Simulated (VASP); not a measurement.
# Al (Fm-3m) in VASP: a series of runs

The runs below take Al through single point, with PBE, LDA.

Program: VASP 6.6.1. These are calculated values, not measurements. Logs are shortened: lines on timing, memory, paths and dates and some standing lists are left out, and cuts for length are marked.

## 1. The undisturbed crystal

It takes space group Fm-3m (No. 225, cubic). Conventional cell: a = 4.050 Å, b = 4.050 Å, c = 4.050 Å, α = 90.00°, β = 90.00°, γ = 90.00°. Al (site symmetry m-3m) is surrounded by 12 Al at 2.86 Å.

## 2. Single point, PBE (grid = ENCUT=400 dk=0.35 cell=4x4x4 ISMEAR=1 SIGMA=0.1 LREAL=Auto EDIFF=1e-06)

INCAR reads:

```
PREC = Accurate ; ENCUT = 400
EDIFF = 1E-6 ; ISMEAR = 1
SIGMA = 0.1 ; LREAL = Auto
LASPH = T ; NELM = 120
ALGO = Fast ; ISIF = 2
LWAVE = F ; LCHARG = F
GGA = PE ; NBANDS = 160
NCORE = 1 ; KPAR = 2
```

KPOINTS reads:

```
Automatic mesh
0
Gamma
  2 2 2
```

POSCAR reads:

```
Al
1.0
    0.0000000000      8.0992200000      8.0992200000
    8.0992200000      0.0000000000      8.0992200000
    8.0992200000      8.0992200000      0.0000000000
Al
64
Direct
    0.0000000000      0.0000000000      0.0000000000
    0.0000000000      0.0000000000      0.2500000000
    0.0000000000      0.0000000000      0.5000000000
    0.0000000000      0.0000000000      0.7500000000
    0.0000000000      0.2500000000      0.0000000000
    0.0000000000      0.2500000000      0.2500000000
    0.0000000000      0.2500000000      0.5000000000
    0.0000000000      0.2500000000      0.7500000000
    0.0000000000      0.5000000000      0.0000000000
    0.0000000000      0.5000000000      0.2500000000
    0.0000000000      0.5000000000      0.5000000000
    0.0000000000      0.5000000000      0.7500000000
    0.0000000000      0.7500000000      0.0000000000
    0.0000000000      0.7500000000      0.2500000000
    0.0000000000      0.7500000000      0.5000000000
    0.0000000000      0.7500000000      0.7500000000
    0.2500000000      0.0000000000      0.0000000000
    0.2500000000      0.0000000000      0.2500000000
    0.2500000000      0.0000000000      0.5000000000
    0.2500000000      0.0000000000      0.7500000000
    0.2500000000      0.2500000000      0.0000000000
    0.2500000000      0.2500000000      0.2500000000
    0.2500000000      0.2500000000      0.5000000000
    0.2500000000      0.2500000000      0.7500000000
    0.2500000000      0.5000000000      0.0000000000
    0.2500000000      0.5000000000      0.2500000000
    0.2500000000      0.5000000000      0.5000000000
    0.2500000000      0.5000000000      0.7500000000
    0.2500000000      0.7500000000      0.0000000000
    0.2500000000      0.7500000000      0.2500000000
    0.2500000000      0.7500000000      0.5000000000
    0.2500000000      0.7500000000      0.7500000000
    0.5000000000      0.0000000000      0.0000000000
    0.5000000000      0.0000000000      0.2500000000
    0.5000000000      0.0000000000      0.5000000000
    0.5000000000      0.0000000000      0.7500000000
    0.5000000000      0.2500000000      0.0000000000
    0.5000000000      0.2500000000      0.2500000000
    0.5000000000      0.2500000000      0.5000000000
    0.5000000000      0.2500000000      0.7500000000
    0.5000000000      0.5000000000      0.0000000000
    0.5000000000      0.5000000000      0.2500000000
    0.5000000000      0.5000000000      0.5000000000
    0.5000000000      0.5000000000      0.7500000000
    0.5000000000      0.7500000000      0.0000000000
    0.5000000000      0.7500000000      0.2500000000
    0.5000000000      0.7500000000      0.5000000000
    0.5000000000      0.7500000000      0.7500000000
    0.7500000000      0.0000000000      0.0000000000
    0.7500000000      0.0000000000      0.2500000000
    0.7500000000      0.0000000000      0.5000000000
    0.7500000000      0.0000000000      0.7500000000
    0.7500000000      0.2500000000      0.0000000000
    0.7500000000      0.2500000000      0.2500000000
    0.7500000000      0.2500000000      0.5000000000
    0.7500000000      0.2500000000      0.7500000000
    0.7500000000      0.5000000000      0.0000000000
    0.7500000000      0.5000000000      0.2500000000
    0.7500000000      0.5000000000      0.5000000000
    0.7500000000      0.5000000000      0.7500000000
    0.7500000000      0.7500000000      0.0000000000
    0.7500000000      0.7500000000      0.2500000000
    0.7500000000      0.7500000000      0.5000000000
    0.7500000000      0.7500000000      0.7500000000
```

Potentials or basis: VASP PAW PBE potentials, release 64 (Al).

Run with:

```
cat potpaw_PBE.64/Al/POTCAR > POTCAR
mpirun -np 4 vasp_std > vasp.out
```

OUTCAR:

```text
PREC = Accurate
   ENCUT = 400
   EDIFF = 1E-6
   ISMEAR = 1
   LREAL = Auto
   LASPH = T
   NELM = 120
   ISIF = 2
   GGA = PE

 Found      3 irreducible k-points:

 Following reciprocal coordinates:
            Coordinates               Weight
  0.000000  0.000000  0.000000      1.000000
  0.500000  0.000000  0.000000      4.000000
  0.500000  0.500000  0.000000      3.000000
   k-points           NKPTS =      3   k-points in BZ     NKDIM =      3   number of bands    NBANDS=    160
   number of dos      NEDOS =    301   number of ions     NIONS =     64
   total plane-waves  NPLWV = 512000
   dimension x,y,z NGX =    80 NGY =   80 NGZ =   80
   dimension x,y,z NGXF=   160 NGYF=  160 NGZF=  160
   ions per type =              64
   NGX,Y,Z   is equivalent  to a cutoff of  11.61, 11.61, 11.61 a.u.
   NGXF,Y,Z  is equivalent  to a cutoff of  23.22, 23.22, 23.22 a.u.
 SYSTEM =  unknown system
   PREC   = accura    normal or accurate (medium, high low for compatibility)
   ISTART =      0    job   : 0-new  1-cont  2-samecut
   ICHARG =      2    charge: 1-file 2-atom 10-const
   ISPIN  =      1    spin polarized calculation?
   LNONCOLLINEAR =      F non collinear calculations
   LSORBIT =      F    spin-orbit coupling
   LASPH  =      T    aspherical Exc in radial PAW
   ENCUT  =  400.0 eV  29.40 Ry    5.42 a.u.  18.68 18.68 18.68*2*pi/ulx,y,z
   NELM   =    120;   NELMIN=  2; NELMDL= -5     # of ELM steps
   EDIFF  = 0.1E-05   stopping-criterion for ELM
   LREAL  =      T    real-space projection
   EDIFFG = 0.1E-04   stopping-criterion for IOM
   NSW    =      0    number of steps for IOM
[... 5 lines left out ...]
   TEBEG  =    0.0;   TEEND  =   0.0 temperature during run
   PSTRESS=    0.0 pullay stress
   NELECT =     192.0000    total number of electrons
   NUPDOWN=      -1.0000    fix difference up-down
   EMIN   =  10.00;   EMAX   =-10.00  energy-range for DOS
   EFERMI =   0.00;   METHOD = LEGACY
   ISMEAR =     1;   SIGMA  =   0.10  broadening in eV -4-tet -1-fermi 0-gaus
   EFERMI_NEDOS =   21; number of points for ismear=-14 and -15
   IALGO  =     68    algorithm
   IMIX   =      4    mixing-type and parameters
     AMIX     =   0.40;   BMIX     =  1.00
     AMIX_MAG =   1.60;   BMIX_MAG =  1.00
  volume/ion in A,a.u.               =      16.60       112.04
  Fermi-wavevector in a.u.,A,eV,Ry     =   0.925526  1.748991 11.654733  0.856599
  Thomas-Fermi vector in A             =   2.051390
   LORBIT       =      0    0 simple, 1 ext, 2 COOP (PROOUT), +10 PAW based schemes
   GGA     = PE    functional components
   LHFCALC =     F    Hartree Fock is set to
   AEXX    =    0.0000 exact exchange contribution
   IVDW    =     0    specifies the selected vdW correction
   LEPSILON=     F    determine dielectric tensor
   LRPA    =     F    only Hartree local field effects (RPA)
 non-spin polarized calculation
 RMM-DIIS sequential band-by-band and
 Methfessel and Paxton  Order N= 1 SIGMA  =   0.10
  energy-cutoff  :      400.00
  volume of cell :     1062.57
 maximum number of plane-waves:     19339
 NGX is ok and might be reduce to    80
   NGX = 37   NGY = 37   NGZ = 37

 number of electron     192.0000004 magnetization

 Free energy of the ion-electron system (eV)
  ---------------------------------------------------
  ext. energy  EPLUGINS =         0.00000000
  ---------------------------------------------------
  free energy    TOTEN  =      -239.32796613 eV

  energy without entropy =     -239.25822678  energy(sigma->0) =     -239.30471968

 E-fermi :   8.0260     XC(G=0): -10.1728

 val. band max:        7.6184309248   @ k =   0.5000   0.5000   0.0000
 cond. band min:       8.0728503336   @ k =   0.5000   0.0000   0.0000
 fundamental gap:      0.4544194088
 Fermi energy:         8.0259634315

 k-point     1 :       0.0000    0.0000    0.0000
  band No.  band energies     occupation
      1      -3.1546      2.00000
      2      -1.4718      2.00000
      3      -1.4718      2.00000
      4      -1.4718      2.00000
      5      -1.4718      2.00000
      6      -1.4718      2.00000
[... 100 lines left out ...]
    107       8.1164     -0.02431
    108       9.0108     -0.00000

 k-point     2 :       0.5000    0.0000    0.0000
  band No.  band energies     occupation
      1      -2.7320      2.00000
      2      -2.7320      2.00000
      3      -1.6113      2.00000
      4      -1.6113      2.00000
      5      -1.6113      2.00000
      6      -1.6113      2.00000
[... 100 lines left out ...]
    107       8.3079     -0.00049
    108       8.3079     -0.00049

 k-point     3 :       0.5000    0.5000    0.0000
  band No.  band energies     occupation
      1      -2.5914      2.00000
      2      -2.5914      2.00000
      3      -2.0305      2.00000
      4      -2.0305      2.00000
      5      -2.0305      2.00000
      6      -2.0305      2.00000
[... 100 lines left out ...]
    107       8.7682     -0.00000
    108       8.7682     -0.00000
 [bands above 108 left out]

------------------------ aborting loop because EDIFF is reached ----------------------------------------

  FORCE on cell =-STRESS in cart. coord.  units (eV):
  Direction    XX          YY          ZZ          XY          YZ          ZX
  --------------------------------------------------------------------------------------
  -------------------------------------------------------------------------------------
  Total       -2.9228277     -2.9228277     -2.9228277      0.0000000     -0.0000000     -0.0000000
  in kB       -4.4071133     -4.4071133     -4.4071133      0.0000000     -0.0000000     -0.0000000
  external PRESSURE =      -4.4071133 kB  Pullay stress =       0.0000000 kB

 VOLUME and BASIS-vectors are now :
 -----------------------------------------------------------------------------
  energy-cutoff  :      400.00
  volume of cell :     1062.57
      direct lattice vectors                 reciprocal lattice vectors
     0.000000000  8.099220000  8.099220000    -0.061734340  0.061734340  0.061734340
     8.099220000  0.000000000  8.099220000     0.061734340 -0.061734340  0.061734340
     8.099220000  8.099220000  0.000000000     0.061734340  0.061734340 -0.061734340

 POSITION                                       TOTAL-FORCE (eV/Angst)
 -----------------------------------------------------------------------------------
      0.00000      0.00000      0.00000         0.000000      0.000000     -0.000000
      2.02481      2.02481      0.00000        -0.000000     -0.000000     -0.000000
      4.04961      4.04961      0.00000         0.000000      0.000000      0.000000
      6.07442      6.07442      0.00000         0.000000     -0.000000     -0.000000
      2.02481      0.00000      2.02481        -0.000000     -0.000000     -0.000000
      4.04961      2.02481      2.02481         0.000000      0.000000     -0.000000
[... 56 lines left out ...]
     10.12402     10.12402     12.14883         0.000000      0.000000      0.000000
     12.14883     12.14883     12.14883        -0.000000      0.000000      0.000000
 -----------------------------------------------------------------------------------
    total drift:                               -0.000000      0.000000      0.000000

  FREE ENERGIE OF THE ION-ELECTRON SYSTEM (eV)
  ---------------------------------------------------
  free  energy   TOTEN  =      -239.3279661321 eV

  energy  without entropy=     -239.2582267761  energy(sigma->0) =     -239.30471968
```

Wall time 4.1 min (4 MPI ranks of Intel Xeon Platinum 8488C (Sapphire Rapids), shared host); peak memory 0.65 GiB.

These settings aren't checked as converged: the numbers below hold their error.

Results:

| Quantity | Value |
| --- | --- |
| Free energy | -239.3280 eV |
| Pressure | -0.4 GPa |
| Band gap on the k mesh | none (metal or under the smearing width) |

## 3. Single point, LDA (grid = ENCUT=350 dk=0.9 cell=4x4x4 ISMEAR=1 SIGMA=0.1 LREAL=Auto EDIFF=1e-06)

INCAR reads:

```
SYSTEM = Al
PREC = Accurate ; ENCUT = 350
EDIFF = 1E-6 ; ISMEAR = 1
SIGMA = 0.1 ; LREAL = Auto
LASPH = .True. ; NELM = 120
ALGO = Fast ; ISIF = 2
LWAVE = .False. ; LCHARG = .False.
NBANDS = 158 ; NCORE = 2
KPAR = 1
```

KPOINTS reads:

```
Automatic mesh
0
Gamma
  1 1 1
  0 0 0
```

Changes to POSCAR since step 2:

```diff
@@ -6,5 +6,4 @@
 Al
-64
+63
 Direct
-    0.0000000000      0.0000000000      0.0000000000
     0.0000000000      0.0000000000      0.2500000000
```

Potentials or basis: VASP PAW LDA potentials, release 64 (Al).

Run with:

```
cat potpaw_LDA.64/Al/POTCAR > POTCAR
mpirun -np 4 vasp_std > vasp.out
```

Run time: 64 s. Hardware: 4 MPI ranks of Intel Xeon Platinum 8259CL at 2.50GHz (Skylake/Cascade Lake), shared host; peak memory 0.26 GiB.

The run converged, but some of its settings lie outside the range that counts as converged, so its numbers aren't taken as properties of the crystal.

Results:

- Free energy: -244.9485 eV
- Pressure: -3.3 GPa
- Largest force: 0.987 eV/Å
- Band gap on the k mesh: none (metal or under the smearing width)

## 4. Single point, LDA (grid = ENCUT=350 dk=0.27 cell=3x3x3 ISMEAR=1 SIGMA=0.1 LREAL=Auto EDIFF=1e-06)

INCAR reads:

```
  PREC = Accurate
  ENCUT = 350
  EDIFF = 1E-6
  ISMEAR = 1
  SIGMA = 0.1
  LREAL = Auto
  LASPH = T
  NELM = 120
  ALGO = Fast
  ISIF = 2
  LWAVE = F
  LCHARG = F
  GGA = CA
  NBANDS = 72
```

KPOINTS reads:

```
regular mesh
0
Gamma
  4 4 4
```

POSCAR reads:

```
Al26Cu
1.0
    0.0000000000      6.0744150000      6.0744150000
    6.0744150000      0.0000000000      6.0744150000
    6.0744150000      6.0744150000      0.0000000000
Cu Al
1 26
Direct
    0.0000000000      0.0000000000      0.0000000000
    0.0000000000      0.0000000000      0.3333333333
    0.0000000000      0.0000000000      0.6666666667
    0.0000000000      0.3333333333      0.0000000000
    0.0000000000      0.3333333333      0.3333333333
    0.0000000000      0.3333333333      0.6666666667
    0.0000000000      0.6666666667      0.0000000000
    0.0000000000      0.6666666667      0.3333333333
    0.0000000000      0.6666666667      0.6666666667
    0.3333333333      0.0000000000      0.0000000000
    0.3333333333      0.0000000000      0.3333333333
    0.3333333333      0.0000000000      0.6666666667
    0.3333333333      0.3333333333      0.0000000000
    0.3333333333      0.3333333333      0.3333333333
    0.3333333333      0.3333333333      0.6666666667
    0.3333333333      0.6666666667      0.0000000000
    0.3333333333      0.6666666667      0.3333333333
    0.3333333333      0.6666666667      0.6666666667
    0.6666666667      0.0000000000      0.0000000000
    0.6666666667      0.0000000000      0.3333333333
    0.6666666667      0.0000000000      0.6666666667
    0.6666666667      0.3333333333      0.0000000000
    0.6666666667      0.3333333333      0.3333333333
    0.6666666667      0.3333333333      0.6666666667
    0.6666666667      0.6666666667      0.0000000000
    0.6666666667      0.6666666667      0.3333333333
    0.6666666667      0.6666666667      0.6666666667
```

Potentials or basis: VASP PAW LDA potentials, release 64 (Cu, Al).

Run with:

```
cat potpaw_LDA.64/Cu/POTCAR potpaw_LDA.64/Al/POTCAR > POTCAR
mpirun -np 1 vasp_std > vasp.out
```

OUTCAR:

```text
PREC = Accurate
   ENCUT = 350
   EDIFF = 1E-6
   ISMEAR = 1
   LREAL = Auto
   LASPH = T
   NELM = 120
   ISIF = 2
   GGA = CA

 Found      8 irreducible k-points:

 Following reciprocal coordinates:
            Coordinates               Weight
  0.000000  0.000000  0.000000      1.000000
  0.250000  0.000000  0.000000      8.000000
  0.500000  0.000000  0.000000      4.000000
  0.250000  0.250000  0.000000      6.000000
  0.500000  0.250000  0.000000     24.000000
 -0.250000  0.250000  0.000000     12.000000
   k-points           NKPTS =      8   k-points in BZ     NKDIM =      8   number of bands    NBANDS=     72
   number of dos      NEDOS =    301   number of ions     NIONS =     27
   total plane-waves  NPLWV = 157464
   dimension x,y,z NGX =    54 NGY =   54 NGZ =   54
   dimension x,y,z NGXF=   108 NGYF=  108 NGZF=  108
   ions per type =               1  26
   NGX,Y,Z   is equivalent  to a cutoff of  10.45, 10.45, 10.45 a.u.
   NGXF,Y,Z  is equivalent  to a cutoff of  20.90, 20.90, 20.90 a.u.
 SYSTEM =  unknown system
   PREC   = accura    normal or accurate (medium, high low for compatibility)
   ISTART =      0    job   : 0-new  1-cont  2-samecut
   ICHARG =      2    charge: 1-file 2-atom 10-const
[... 66 lines left out ...]
      1      -3.3589      2.00000
      2      -0.4618      2.00000
      3      -0.4618      2.00000
      4      -0.4618      2.00000
      5      -0.4485      2.00000
      6      -0.3918      2.00000
[... 343 lines left out ...]
     55       9.0948     -0.00000
     56       9.4996     -0.00000

 [... further k-points ...]

 [bands above 56 left out]

------------------------ aborting loop because EDIFF is reached ----------------------------------------

  FORCE on cell =-STRESS in cart. coord.  units (eV):
  Direction    XX          YY          ZZ          XY          YZ          ZX
  --------------------------------------------------------------------------------------
  -------------------------------------------------------------------------------------
  Total      -13.4351542    -13.4351542    -13.4351542      0.0000000      0.0000000     -0.0000000
  in kB      -48.0186411    -48.0186411    -48.0186411      0.0000000      0.0000000     -0.0000000
  external PRESSURE =     -48.0186411 kB  Pullay stress =       0.0000000 kB

 VOLUME and BASIS-vectors are now :
 -----------------------------------------------------------------------------
  energy-cutoff  :      350.00
  volume of cell :      448.27
      direct lattice vectors                 reciprocal lattice vectors
     0.000000000  6.074415000  6.074415000    -0.082312453  0.082312453  0.082312453
     6.074415000  0.000000000  6.074415000     0.082312453 -0.082312453  0.082312453
     6.074415000  6.074415000  0.000000000     0.082312453  0.082312453 -0.082312453

 POSITION                                       TOTAL-FORCE (eV/Angst)
 -----------------------------------------------------------------------------------
      0.00000      0.00000      0.00000         0.000000      0.000000     -0.000000
      2.02480      2.02480      0.00000        -0.149851     -0.149851     -0.000000
      4.04961      4.04961      0.00000         0.149851      0.149851     -0.000000
      2.02480      0.00000      2.02480        -0.149851      0.000000     -0.149851
      4.04961      2.02480      2.02480        -0.022380      0.022380      0.022380
      6.07442      4.04961      2.02480         0.000000      0.149851     -0.149851
[... 19 lines left out ...]
      6.07442      6.07442      8.09922         0.000000      0.000000     -0.013057
      8.09922      8.09922      8.09922         0.022380      0.022380      0.022380
 -----------------------------------------------------------------------------------
    total drift:                               -0.000000     -0.000000     -0.000000

  FREE ENERGIE OF THE ION-ELECTRON SYSTEM (eV)
  ---------------------------------------------------
  free  energy   TOTEN  =      -113.2716790622 eV

  energy  without entropy=     -113.2628144861  energy(sigma->0) =     -113.26872420
```

stdout:

```text
POSCAR found type information on POSCAR CuAl
 POSCAR found :  2 types and      27 ions
 scaLAPACK will be used
 LDA part: xc-table for (Slater(with rela. corr.)+CA(PZ))
 , standard interpolation
 POSCAR, INCAR and KPOINTS ok, starting setup
 FFT: planning ... GRIDC
 FFT: planning ... GRID_SOFT
 FFT: planning ... GRID
 WAVECAR not read
 entering main loop
```

Wall time 8.1 min (1 thread of Intel Xeon 6975P-C (Granite Rapids), shared host); peak memory 0.32 GiB.

The run converged, but some of its settings lie outside the range that counts as converged, so its numbers aren't taken as properties of the crystal.

What came out:

```
Free energy            : -113.2717 eV
Pressure               : -4.8 GPa
Largest force          : 0.212 eV/Å
Band gap on the k mesh : none (metal or under the smearing width)
```

Caveat: the cutoff is under 1.25 times the usual one of these potentials, so pressure, stress and relaxed cells hold a basis-set (Pulay) error.

## 5. For comparison

An earlier run on the cell as given: functional PBE; potentials or basis VASP PAW PBE potentials, release 64 (Al); cutoff 520 eV; k mesh 11 × 11 × 11; occupations fermi-dirac, width 0.05 eV; no spin polarisation.

- Pressure: -0.5 GPa
- Band gap on the k mesh: none (metal or under the smearing width)
